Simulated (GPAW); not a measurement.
Write an ASE script for GPAW 26.7.0 that does the following.

| Quantity | Value |
| --- | --- |
| Task | density of states |
| Functional | PBE |
| Potentials or basis | GPAW PAW data sets (gpaw-data 1.2.1) |
| Cutoff | 600 eV |
| Basis | pw |
| k mesh | 11 × 11 × 11 |
| Occupations | fermi-dirac, width 0.05 eV |
| Spin | no spin polarisation |
| Maxiter | 150 |
| k mesh for the DOS | 16 × 16 × 16 |
| Dos width | 0 eV |

The structure of Ge lies in Ge.cif:

```cif
data_Ge
_cell_length_a 2.98092093
_cell_length_b 2.96273005
_cell_length_c 2.91383574
_cell_angle_alpha 61.21932186
_cell_angle_beta 60.31585642
_cell_angle_gamma 60.49922826
_space_group_name_H-M_alt 'P1'
_space_group_name_Hall 'P 1'
_space_group_IT_number 1
loop_
_space_group_symop_operation_xyz
'x,y,z'
loop_
_atom_site_label
_atom_site_type_symbol
_atom_site_symmetry_multiplicity
_atom_site_Wyckoff_symbol
_atom_site_fract_x
_atom_site_fract_y
_atom_site_fract_z
_atom_site_occupancy
Ge1 Ge 1 a 0.0000000000 0.0000000000 0.0000000000 1
```

This isn't the form of Ge at room conditions, which is diamond.

The cell isn't the ideal one: cell sheared at random, sigma 0.01, atoms nudged by 0.01 Å.

These files were run (other wordings do the same):

run.py

```python
import numpy as np
from ase.dft.bandgap import bandgap
from ase.io import read, write
from ase.units import GPa
from gpaw import GPAW, PW

atoms = read('Ge.cif')

calc = GPAW(mode=PW(600),
            xc='PBE',
            kpts={'size': (11, 11, 11), 'gamma': True},
            occupations={'name': 'fermi-dirac', 'width': 0.05},
            nbands=8,
            convergence={'density': 1e-05, 'energy': 1e-05},
            maxiter=150,
            txt='gpaw.txt')
atoms.calc = calc
energy = atoms.get_potential_energy()
forces = atoms.get_forces()
stress = atoms.get_stress()
calc.write('gs.gpw')
write('result.traj', atoms)
print(f'Energy: {energy:.6f} eV')
print('Forces (eV/A):')
print(forces.round(4))
print('Stress (GPa):', (stress / GPa).round(3))
print('Fermi level:', round(calc.get_fermi_level(), 4), 'eV')
print(f'Gap: {bandgap(calc)[0]:.4f} eV, direct: {bandgap(calc, direct=True)[0]:.4f} eV')

dense = calc.fixed_density(kpts={'size': (16, 16, 16), 'gamma': True}, update_fermi_level=True,
                           nbands=14, convergence={'bands': 'CBM+6.0', 'eigenstates': 1e-6}, txt='dos.txt')
ef = dense.get_fermi_level()
dos = dense.dos(shift_fermi_level=False)
energies = np.linspace(ef - 14, ef + 6, 401)
spins = [None]
columns = [energies] + [dos.raw_dos(energies, spin=s, width=0.0) for s in spins]
for symbol, l in [('Ge', 0), ('Ge', 1), ('Ge', 2)]:
    for s in spins:
        columns.append(sum(dos.raw_pdos(energies, a=a.index, l=l, spin=s, width=0.0)
                           for a in atoms if a.symbol == symbol))
np.savetxt('dos.dat', np.array(columns).T, fmt='%.4f')
print('Fermi level on the dense mesh:', round(ef, 4), 'eV')
```

Potentials or basis: GPAW PAW data sets (gpaw-data 1.2.1), pw.

The run is started by

```sh
$ OMP_NUM_THREADS=1 python run.py
```

It gave:

| Quantity | Value |
| --- | --- |
| Pressure | 3.9 GPa |
| Band gap on the k mesh | none (metal or under the smearing width) |
| Density of states at the Fermi level | 0.44 states/eV per cell |

It took 4.3 min on 1 thread of Arm Neoverse V1, with other jobs on the host, peak memory 0.78 GiB.
